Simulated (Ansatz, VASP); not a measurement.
## Ir: VASP beside Ansatz

The input INCAR:

```
SYSTEM = Ir
ALGO = Normal ; EDIFF = 1E-8
ENCUT = 520 ; GGA = PS
ISIF = 2 ; ISMEAR = -1
LASPH = .True. ; LCHARG = .False.
LEFG = .True. ; LREAL = .False.
LWAVE = .False. ; NBANDS = 10
NELM = 60 ; PREC = Accurate
SIGMA = 0.05
```

File KPOINTS:

```
k-points
0
Gamma
  18 18 18
  0 0 0
```

Contents of POSCAR:

```
Ir
1.0
    0.0000000000      1.9573507352      1.9573507352
    1.9573507352      0.0000000000      1.9573507352
    1.9573507352      1.9573507352      0.0000000000
Ir
1
Direct
    0.0000000000      0.0000000000      0.0000000000
```

Input for Ansatz:

```yaml
crystal:
  lattice:
    - [0.0, 1.9573507352, 1.9573507352]
    - [1.9573507352, 0.0, 1.9573507352]
    - [1.9573507352, 1.9573507352, 0.0]
  atoms:
    - { symbol: Ir, position: [0.0, 0.0, 0.0] }
kpoints:
  mp_grid: { grid: [18, 18, 18] }
scf:
  occupations: { method: fermi_dirac, width: 0.05 }
hamiltonian:
  xc: pbesol
  pseudopotentials: { kind: all_electron, datasets: crystal }
output:
  forces: true
  stress: true
  eigenvalues: true
  efg: { contact_densities: true }
```

Change from the starting cell: volume scaled by 1.06, crystal datasets.

Alike in both runs: task electric field gradients; functional PBEsol; k mesh 18 × 18 × 18; occupations fermi-dirac, width 0.05 eV; no spin polarisation.

```csv
,VASP,Ansatz
version,VASP 6.6.1,Ansatz 0.2.0
potentials or method,"VASP PAW PBE potentials, release 64 (Ir)","all-electron PAW with datasets made for the crystal, scalar-relativistic"
plane-wave cutoff (eV),520,see its input
```

Ansatz gave:

```
pressure (GPa)                                                 : -21.4
Vzz of the field gradient on the site that differs most (V/Å²) : 0.0
```

Question: Estimate VASP's values.

Answer: Pressure (GPa): -20.8; Vzz of the field gradient on the site that differs most (V/Å²): 0.0.

Ansatz ran all-electron here, so the differences hold the error of VASP's frozen core and of both bases. Ansatz warned: «gradients_without_spin_orbit».

Caveats: so large a pressure means that the cell lies far from this level's equilibrium, or that cutoff or potentials fall short (VASP); the potentials were made for another functional, which shifts forces and pressure (VASP). Spin-orbit coupling is left out, which matters for the levels of Ir.
